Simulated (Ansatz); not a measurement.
**Zn under changes of volume**

One of the cells (15.330 Å³/atom); the others are scaled copies at fixed shape and fractional positions:

```
Zn
1.0
     2.67000    0.00000    0.00000
    -1.33500    2.31229    0.00000
     0.00000    0.00000    4.96600
Zn
2
Direct
  0.66667 0.33333 0.75000
  0.33333 0.66667 0.25000
```

```yaml
Program: Ansatz 0.2.0
Functional: r2SCAN
Potentials_or_basis: Ansatz PAW
Cutoff: "500 eV (not typed: the program's choice for these potentials)"
k_mesh: 11 × 11 × 6
Occupations: fermi-dirac, width 0.05 eV
Spin: no spin polarisation
```

| volume (Å³/atom) | energy over the lowest point (meV/atom) | pressure (GPa) |
| --- | --- | --- |
| 14.410 | 0.00 | 0.1 |
| 14.716 | 1.53 | -1.7 |
| 15.023 | 6.35 | -3.3 |
| 15.330 | 14.06 | -4.7 |
| 15.636 | 24.31 | -6.0 |
| 15.943 | 36.77 | -7.0 |
| 16.249 | ? | ? |

Task: What does the run at 16.249 Å³/atom give?

Result: Energy over the lowest point 51.16 meV/atom; pressure -8.0 GPa.

Worked out: A Birch-Murnaghan fit of order 3 (a polynomial in V^(-2/3)) to the other rows has its minimum at 14.43 Å³/atom with B0 = V·E''(V) = 91 GPa and B' = 5.2 at fixed shape and positions, which overstates the stiffness. It gives 51.15 meV/atom at 16.249 Å³/atom, against the run's 51.16, and -dE/dV = -8.0 GPa, against -8.0.

Energies are extrapolated to zero smearing.

Caveats: the PAW data sets come from PBE, with cores solved anew for the run's functional, which leaves a small shift of forces and pressure.
